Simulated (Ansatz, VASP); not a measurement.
Two plane-wave programs on Al

```xyz
1
Lattice="0.0000 1.9734 2.0240 1.9734 0.0000 2.0240 1.9734 1.9734 0.0000" Properties=species:S:1:pos:R:3 pbc="T T T"
Al    0.0000    0.0000    0.0000
```

Change from the starting cell: strain -0.025 along x and y, +0.000 along z, atoms carried along.

Alike in both runs: task single point; functional LDA; k mesh 20 × 20 × 20; occupations gaussian, width 0.15 eV; no spin polarisation.

|  | VASP | Ansatz |
| --- | --- | --- |
| version | VASP 6.6.1 | Ansatz 0.2.0 |
| potentials or method | VASP PAW LDA potentials, release 64 (Al) | scalar-relativistic, plane waves, PAW |
| plane-wave cutoff (eV) | 520 | 420 |
| valence electrons in the cell | 3 | 3 |

```tsv
	VASP	Ansatz	Ansatz less VASP
gap on the k mesh at the Fermi level (eV)	none	none	-
pressure (GPa)	0.3	0.2	-0.08
largest component of the traceless stress (GPa)	0.89	0.89	0.000
```

A gap of «none» marks a metal or a gap that the smearing closes.
